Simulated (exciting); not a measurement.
Pd, 1 atom in the cell. Symmetry: Fm-3m, No. 225, cubic system. The conventional cell has a = 3.893 Å, b = 3.893 Å, c = 3.893 Å, α = 90.00°, β = 90.00°, γ = 90.00°. Pd (site symmetry m-3m) is surrounded by 12 Pd at 2.75 Å. 

```yaml
Program: exciting (release sodium)
Task: single point
Functional: PBE
Potentials_or_basis: all-electron LAPW+lo, shipped species files, valence relativity iora*
rgkmax: 9
k_mesh: 12 × 12 × 12
Occupations: gaussian, width 0.019 eV
Spin: no spin polarisation
outputlevel: normal
gmaxvr_cutoff_of_density_and_potential: 14 1/bohr
lmaxapw_and_lmaxmat: 10
lmaxvr: 8
nempty: 12
Valence_relativity: iora*
epsengy: 1e-05 Ha
epspot: 1e-05 Ha
maxscl: 60
Muffin-tin_radii: Pd 2.3 bohr
```

Potentials or basis: all-electron LAPW+lo, shipped species files, valence relativity iora*.

The run is started by

```sh
$ OMP_NUM_THREADS=1 exciting_smp
```

Hardware: 1 thread of Arm Neoverse V2, with other jobs on the host.

**Question.** How long does it take, and how much memory?

**Answer.** Run time: 37 s on 1 thread of Arm Neoverse V2 (shared host), peak memory 0.09 GiB. Counts: scf iterations 19, plane waves 113.
